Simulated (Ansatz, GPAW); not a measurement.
Given: the input of a run of Ansatz 0.2.0 on CdTe. 

input.yaml

```yaml
crystal:
  lattice:
    - [0.0, 3.205, 3.205]
    - [3.205, 0.0, 3.205]
    - [3.205, 3.205, 0.0]
  atoms:
    - { symbol: Te, position: [0.75, 0.75, 0.75] }
    - { symbol: Cd, position: [0.0, 0.0, 0.0] }
hamiltonian:
  xc: pbe
  pseudopotentials: { kind: paw }
kpoints:
  mp_grid: { grid: [7, 7, 7] }
scf:
  occupations: { method: gaussian, width: 0.03 }
output:
  forces: true
  stress: true
  eigenvalues: true
```

Potentials or basis: Ansatz PAW.

Launch:

```sh
$ ansatz run input.yaml --threads 2 --pin off --max-ram 5632MiB --backend cpu --events-out ev --progress --plain --runs-dir out
```

Problem. What does the same run look like in GPAW 26.7.0 (ASE script)? Potentials or basis there: GPAW PAW data sets (gpaw-data 1.2.1), cutoff 600 eV.

Solution. As run (cutoffs and basis follow the program's own potentials, and thresholds, step limits or extra output files can differ):

Contents of run.py:

```python
from ase.dft.bandgap import bandgap
from ase.io import read, write
from ase.units import GPa
from gpaw import GPAW, PW

atoms = read('CdTe.xyz')

calc = GPAW(mode=PW(600),
            xc='PBE',
            kpts={'size': (7, 7, 7), 'gamma': True},
            occupations={'name': 'methfessel-paxton', 'order': 0, 'width': 0.03},
            nbands=18,
            convergence={'density': 1e-05, 'energy': 1e-05},
            maxiter=150,
            txt='gpaw.txt')
atoms.calc = calc
energy = atoms.get_potential_energy()
forces = atoms.get_forces()
stress = atoms.get_stress()
calc.write('gs.gpw')
write('result.traj', atoms)
print(f'Energy: {energy:.6f} eV')
print('Forces (eV/A):')
print(forces.round(4))
print('Stress (GPa):', (stress / GPa).round(3))
print('Fermi level:', round(calc.get_fermi_level(), 4), 'eV')
print(f'Gap: {bandgap(calc)[0]:.4f} eV, direct: {bandgap(calc, direct=True)[0]:.4f} eV')
```

CdTe.xyz

```xyz
2
Lattice="0.0000000000 3.2050000000 3.2050000000 3.2050000000 0.0000000000 3.2050000000 3.2050000000 3.2050000000 0.0000000000" Properties=species:S:1:pos:R:3 pbc="T T T"
Te     4.8075000000      4.8075000000      4.8075000000
Cd     0.0000000000      0.0000000000      0.0000000000
```

Potentials or basis: GPAW PAW data sets (gpaw-data 1.2.1), pw.

The run is started by

```console
$ OMP_NUM_THREADS=1 python run.py
```

Both were run:

|  | Ansatz | GPAW |
| --- | --- | --- |
| Pressure | 4.2 GPa | 3.8 GPa |

Ansatz's pressure holds a Pulay term of +0.04 GPa for its cutoff of 420 eV, which the other run lacks.

The potentials hold 36 and 18 valence electrons a cell.

Where Ansatz's input types no cutoff or centring, it takes its own default and a Γ-centred mesh.

Pressure is positive in compression.
